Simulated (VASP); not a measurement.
# Pb (P6_3/mmc) in VASP: notebook

Aim: see how the results for Pb move with the level of theory and the settings. Levels: PBEsol, RPBE. Tasks: single point.

All numbers are computed with VASP 6.6.1; they aren't measurements. Logs are shortened: lines on timing, memory, paths and dates and some standing lists are left out, and cuts for length are marked.

## (1) The crystal as given

Symmetry: P6_3/mmc, No. 194, hexagonal system. The conventional cell has a = 3.480 Å, b = 3.480 Å, c = 5.590 Å, α = 90.00°, β = 90.00°, γ = 120.00°. Pb (site symmetry -6m2) has 12 Pb at 3.44 to 3.48 Å as nearest neighbours.

This isn't the form of Pb at room conditions, which is fcc.

## (2) Single point, PBEsol

INCAR reads:

```
PREC = Accurate
ENCUT = 550
EDIFF = 1E-6
ISMEAR = -1
SIGMA = 0.2
LREAL = False
LASPH = True
NELM = 100
ALGO = Normal
ISIF = 2
LWAVE = False
LCHARG = False
GGA = PS
ADDGRID = False
```

KPOINTS reads:

```
regular mesh
0
Gamma
  21 21 12
```

POSCAR reads:

```
Pb
1.0
    3.4800000000      0.0000000000      0.0000000000
   -1.7400000000      3.0137684052      0.0000000000
    0.0000000000      0.0000000000      5.5900000000
Pb
2
Direct
    0.6666666667      0.3333333333      0.7500000000
    0.3333333333      0.6666666667      0.2500000000
```

Potentials or basis: VASP PAW PBE potentials, release 64 (Pb_d).

On the command line:

```bash
$ cat potpaw_PBE.64/Pb_d/POTCAR > POTCAR
$ mpirun -np 1 vasp_std > vasp.out
```

OUTCAR:

```text
PREC = Accurate
   ENCUT = 550
   EDIFF = 1E-6
   ISMEAR = -1
   LREAL = False
   LASPH = True
   NELM = 100
   ISIF = 2
   GGA = PS

 Found    336 irreducible k-points:

 Following reciprocal coordinates:
            Coordinates               Weight
  0.000000  0.000000  0.000000      1.000000
  0.047619  0.000000  0.000000      6.000000
  0.095238 -0.000000  0.000000      6.000000
  0.142857  0.000000  0.000000      6.000000
  0.190476 -0.000000  0.000000      6.000000
  0.238095  0.000000  0.000000      6.000000
   k-points           NKPTS =    336   k-points in BZ     NKDIM =    336   number of bands    NBANDS=     18
   number of dos      NEDOS =    301   number of ions     NIONS =      2
   total plane-waves  NPLWV =  37632
   dimension x,y,z NGX =    28 NGY =   28 NGZ =   48
   dimension x,y,z NGXF=    56 NGYF=   56 NGZF=   96
   ions per type =               2
   NGX,Y,Z   is equivalent  to a cutoff of  13.38, 13.38, 14.28 a.u.
   NGXF,Y,Z  is equivalent  to a cutoff of  26.75, 26.75, 28.55 a.u.
 SYSTEM =  unknown system
   PREC   = accura    normal or accurate (medium, high low for compatibility)
   ISTART =      0    job   : 0-new  1-cont  2-samecut
   ICHARG =      2    charge: 1-file 2-atom 10-const
   ISPIN  =      1    spin polarized calculation?
   LNONCOLLINEAR =      F non collinear calculations
   LSORBIT =      F    spin-orbit coupling
   LASPH  =      T    aspherical Exc in radial PAW
   ENCUT  =  550.0 eV  40.42 Ry    6.36 a.u.   6.65  6.65 10.69*2*pi/ulx,y,z
   NELM   =    100;   NELMIN=  2; NELMDL= -5     # of ELM steps
   EDIFF  = 0.1E-05   stopping-criterion for ELM
   LREAL  =      F    real-space projection
   EDIFFG = 0.1E-04   stopping-criterion for IOM
   NSW    =      0    number of steps for IOM
   IBRION =     -1    ionic relax: 0-MD 1-quasi-New 2-CG
   NFREE  =      0    steps in history (QN), initial steepest desc. (CG)
   ISIF   =      2    stress and relaxation
   ISYM   =      2    0-nonsym 1-usesym 2-fastsym
   POTIM  = 0.5000    time-step for ionic-motion
   TEBEG  =    0.0;   TEEND  =   0.0 temperature during run
   PSTRESS=    0.0 pullay stress
   NELECT =      28.0000    total number of electrons
   NUPDOWN=      -1.0000    fix difference up-down
   EMIN   =  10.00;   EMAX   =-10.00  energy-range for DOS
   EFERMI =   0.00;   METHOD = LEGACY
   ISMEAR =    -1;   SIGMA  =   0.20  broadening in eV -4-tet -1-fermi 0-gaus
   EFERMI_NEDOS =   21; number of points for ismear=-14 and -15
   IALGO  =     38    algorithm
   IMIX   =      4    mixing-type and parameters
     AMIX     =   0.40;   BMIX     =  1.00
     AMIX_MAG =   1.60;   BMIX_MAG =  1.00
  volume/ion in A,a.u.               =      29.31       197.82
  Fermi-wavevector in a.u.,A,eV,Ry     =   1.279658  2.418203 22.279870  1.637524
  Thomas-Fermi vector in A             =   2.412131
   LORBIT       =      0    0 simple, 1 ext, 2 COOP (PROOUT), +10 PAW based schemes
   GGA     = PS    functional components
   LHFCALC =     F    Hartree Fock is set to
   AEXX    =    0.0000 exact exchange contribution
   IVDW    =     0    specifies the selected vdW correction
   LEPSILON=     F    determine dielectric tensor
   LRPA    =     F    only Hartree local field effects (RPA)
 non-spin polarized calculation
  energy-cutoff  :      550.00
  volume of cell :       58.63
 maximum number of plane-waves:      1751
 NGX is ok and might be reduce to    28
   NGX = 13   NGY = 13   NGZ = 21

 number of electron      27.9999996 magnetization

 Free energy of the ion-electron system (eV)
  ---------------------------------------------------
  ext. energy  EPLUGINS =         0.00000000
  ---------------------------------------------------
  free energy    TOTEN  =        -8.03453983 eV

  energy without entropy =       -7.89156360  energy(sigma->0) =       -7.96305171

 E-fermi :   7.4491     XC(G=0): -10.5064

 val. band max:        7.4471617679   @ k =   0.2857   0.2381   0.1667
 cond. band min:       7.4584257403   @ k =   0.0952   0.0952   0.4167
 fundamental gap:      0.0112639724
 Fermi energy:         7.4490818393

 k-point     1 :       0.0000    0.0000    0.0000
  band No.  band energies     occupation
      1      -9.5736      2.00000
      2      -9.5236      2.00000
      3      -9.5083      2.00000
      4      -9.5083      2.00000
      5      -9.4830      2.00000
      6      -9.4830      2.00000
[... 10 lines left out ...]
     17      14.9479      0.00000
     18      15.6168      0.00000

 k-point     2 :       0.0476    0.0000    0.0000
  band No.  band energies     occupation
      1      -9.5712      2.00000
      2      -9.5290      2.00000
      3      -9.5025      2.00000
      4      -9.5008      2.00000
      5      -9.4821      2.00000
      6      -9.4775      2.00000
[... 10 lines left out ...]
     17      15.0432      0.00000
     18      15.5740      0.00000

 k-point     3 :       0.0952   -0.0000    0.0000
  band No.  band energies     occupation
      1      -9.5691      2.00000
      2      -9.5342      2.00000
      3      -9.4880      2.00000
      4      -9.4857      2.00000
      5      -9.4760      2.00000
      6      -9.4612      2.00000
[... 10 lines left out ...]
     17      15.1674      0.00000
     18      15.3994      0.00000

 k-point     4 :       0.1429    0.0000    0.0000
  band No.  band energies     occupation
      1      -9.5791      2.00000
      2      -9.5266      2.00000
      3      -9.4844      2.00000
      4      -9.4666      2.00000
      5      -9.4617      2.00000
      6      -9.4592      2.00000
[... 10 lines left out ...]
     17      14.9821      0.00000
     18      15.1222      0.00000

 k-point     5 :       0.1905   -0.0000    0.0000
  band No.  band energies     occupation
      1      -9.5980      2.00000
      2      -9.5143      2.00000
      3      -9.4845      2.00000
      4      -9.4802      2.00000
      5      -9.4742      2.00000
      6      -9.4254      2.00000
[... 10 lines left out ...]
     17      14.2843      0.00000
     18      14.8971      0.00000

 k-point     6 :       0.2381    0.0000    0.0000
  band No.  band energies     occupation
      1      -9.6197      2.00000
      2      -9.5117      2.00000
      3      -9.5061      2.00000
      4      -9.4875      2.00000
      5      -9.4654      2.00000
      6      -9.3873      2.00000
[... 10 lines left out ...]
     17      13.4078      0.00000
     18      14.5432      0.00000

 [... further k-points ...]

------------------------ aborting loop because EDIFF is reached ----------------------------------------

  FORCE on cell =-STRESS in cart. coord.  units (eV):
  Direction    XX          YY          ZZ          XY          YZ          ZX
  --------------------------------------------------------------------------------------
  -------------------------------------------------------------------------------------
  Total        0.2197588      0.2197588      0.7495097      0.0000000      0.0000000      0.0000000
  in kB        6.0055946      6.0055946     20.4826855      0.0000000      0.0000000      0.0000000
  external PRESSURE =      10.8312915 kB  Pullay stress =       0.0000000 kB

 VOLUME and BASIS-vectors are now :
 -----------------------------------------------------------------------------
  energy-cutoff  :      550.00
  volume of cell :       58.63
      direct lattice vectors                 reciprocal lattice vectors
     3.480000000  0.000000000  0.000000000     0.287356322  0.165905250  0.000000000
    -1.740000000  3.013768405  0.000000000     0.000000000  0.331810500  0.000000000
     0.000000000  0.000000000  5.590000000     0.000000000  0.000000000  0.178890877

 POSITION                                       TOTAL-FORCE (eV/Angst)
 -----------------------------------------------------------------------------------
      1.74000      1.00459      4.19250         0.000000     -0.000000      0.000000
     -0.00000      2.00918      1.39750        -0.000000      0.000000      0.000000
 -----------------------------------------------------------------------------------
    total drift:                               -0.000000      0.000000      0.000000

  FREE ENERGIE OF THE ION-ELECTRON SYSTEM (eV)
  ---------------------------------------------------
  free  energy   TOTEN  =        -8.0345398258 eV

  energy  without entropy=       -7.8915635957  energy(sigma->0) =       -7.96305171
```

Run time: 2.3 min. Hardware: 1 thread of Intel Xeon 6975P-C (Granite Rapids), shared host; peak memory 0.43 GiB.

The run converged, but some of its settings lie outside the range that counts as converged, so its numbers aren't taken as properties of the crystal.

Results:

| Quantity | Value |
| --- | --- |
| Free energy | -8.0345 eV |
| Pressure | 1.1 GPa |
| Band gap on the k mesh | none (metal or under the smearing width) |

Caveat: the PAW data sets were made with another functional, which shifts forces and pressure a little.

## (3) Single point, PBEsol

Changes to INCAR since step 2:

```diff
@@ -4,3 +4,3 @@
 ISMEAR = -1
-SIGMA = 0.2
+SIGMA = 0.1
 LREAL = False
```

KPOINTS is that of step 2.

POSCAR is that of step 2.

Potentials or basis: VASP PAW PBE potentials, release 64 (Pb_d).

On the command line:

```bash
$ cat potpaw_PBE.64/Pb_d/POTCAR > POTCAR
$ mpirun -np 1 vasp_std > vasp.out
```

Wall time 2.5 min (1 thread of Intel Xeon 6975P-C (Granite Rapids), shared host); peak memory 0.43 GiB.

These settings aren't checked as converged: the numbers below hold their error.

What came out:

| Item | Value |
| --- | --- |
| Free energy | -7.9803 eV |
| Pressure | 1.0 GPa |
| Band gap on the k mesh | none (metal or under the smearing width) |

Caveat: the PAW data sets were made with another functional, which shifts forces and pressure a little.

## (4) Single point, PBEsol

INCAR is that of step 3.

KPOINTS is that of step 3.

POSCAR reads:

```
Pb
1.0
    3.4800000000      0.0000000000      0.0000000000
   -1.7400000000      3.0137684052      0.0000000000
    0.0000000000      0.0000000000      5.5900000000
Pb
2
Direct
    0.6916670000      0.3496840000      0.7502860000
    0.3559200000      0.6835750000      0.2530120000
```

On the command line:

```bash
$ cat potpaw_PBE.64/Pb_d/POTCAR > POTCAR
$ mpirun -np 1 vasp_std > vasp.out
```

It took 13 min on 1 thread of Intel Xeon 6975P-C (Granite Rapids), shared host; peak memory 2.2 GiB.

These settings aren't checked as converged: the numbers below hold their error.

What came out:

| Property | Result |
| --- | --- |
| Free energy | -7.9800 eV |
| Pressure | 1.0 GPa |
| Largest force | 0.038 eV/Å |
| Band gap on the k mesh | none (metal or under the smearing width) |

Caveat: the PAW data sets were made with another functional, which shifts forces and pressure a little.

[end of part 1 of 2]
